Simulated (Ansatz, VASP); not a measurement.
## Two plane-wave programs on S

```
S
1.0
     0.00000    2.89610    2.89610
     2.89610    0.00000    2.89610
     2.89610    2.89610    0.00000
S
2
Direct
  0.00000 0.00000 0.00000
  0.25000 0.25000 0.25000
```

Alike in both runs: functional PBE; k mesh 12 × 12 × 12; occupations fermi-dirac, width 0.05 eV; no spin polarisation.

Ansatz relaxed the structure, and its values are those at the end. VASP's run is a single point on that final structure, the one shown.

|  | VASP | Ansatz |
| --- | --- | --- |
| version | VASP 6.6.1 | Ansatz 0.2.0 |
| potentials or method | VASP PAW PBE potentials, release 64 (S) | PAW with Ansatz's default frozen-core files, scalar-relativistic |
| plane-wave cutoff (eV) | 520 | 420 |
| valence electrons in the cell | 12 | 12 |

```csv
,VASP,Ansatz,Ansatz less VASP
pressure (GPa),-0.1,0.0,+0.07
```
